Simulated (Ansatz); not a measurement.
KI (Pm-3m) from a database structure, relaxed with r2SCAN: space group Pm-3m (No. 221), cubic; conventional cell a = 4.291 Å, 39.51 Å³ an atom. Around K lie 8 I at 3.72 Å; around I lie 8 K at 3.72 Å. One-shot G0W0@r2SCAN in Ansatz on a 4×4×4 mesh (contour deformation, no spin-orbit coupling), from an r2SCAN gap of 4.039 eV over the mesh points (the G0W0 gap is indirect on the mesh); the number N of bands summed and the screening cutoff rise together. The values are computed, spin-unpolarised, and not measurements.

```tsv
N	cutoff (eV)	1000/N	G0W0 gap (eV)
141	80	7.092	5.465
310	140	3.226	5.615
```

**Lay a straight line in 1000/N through these rows.** The slope is -0.0388 eV per unit of 1000/N and the intercept 5.740 eV.

**Predict the gap at N = 559 (210 eV).** 5.740 + (-0.0388) × 1.789 = 5.671 eV; the run gives 5.655 eV, -0.016 eV from the line.

**With that run's result added, what limit do the last two rows suggest?** Their slope is (5.655 − 5.615)/(1.789 − 3.226) = -0.0278, which meets 1/N = 0 at 5.70 eV, against 5.740 eV from the first line. The slope flattens, so the first line overshoots; the k mesh isn't extrapolated.

No spin-orbit coupling is included; it can move band edges with weight on the heavy atoms by tenths of an eV.
